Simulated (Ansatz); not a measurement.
PbS:

```xyz
4
Lattice="2.0800 -5.9913 0.0000 2.0800 5.9913 0.0000 0.0000 0.0000 4.2793" Properties=species:S:1:pos:R:3 pbc="T T T"
Pb    2.0800    4.4268    1.0698
Pb    2.0800   -4.4268    3.2095
S     2.0800    1.7399    1.0698
S     2.0800   -1.7399    3.2095
```

Measurements of this composition are mostly on another form, of space group No. 225.

Base run:

- Program: Ansatz 0.2.0
- Functional: PBEsol
- Potentials or basis: all-electron LAPW, relativistic spinors
- Cutoff: 202 eV (chosen from the basis error)
- Basis error allowed: 0.002 eV/atom
- k mesh: 5 × 5 × 4
- Occupations: fermi-dirac, width 0.05 eV
- Spin: spin-orbit coupling, no magnetisation

Its results: band gap on the k mesh 0.93 eV, direct; pressure -2.1 GPa; largest force 0.100 eV/Å.

The run is repeated on the same cell with these changes: potentials or basis from all-electron LAPW, relativistic spinors to all-electron LAPW, scalar-relativistic; spin from spin-orbit coupling, no magnetisation to no spin polarisation. What comes out?

Band gap on the k mesh 1.20 eV, direct; pressure -1.9 GPa; largest force 0.039 eV/Å.

Spin-orbit coupling splits the band edges, which narrows the gap.

Caveats: spin-orbit coupling is left out, which as a rule narrows the gap of such compounds by several tenths of an eV (some runs).
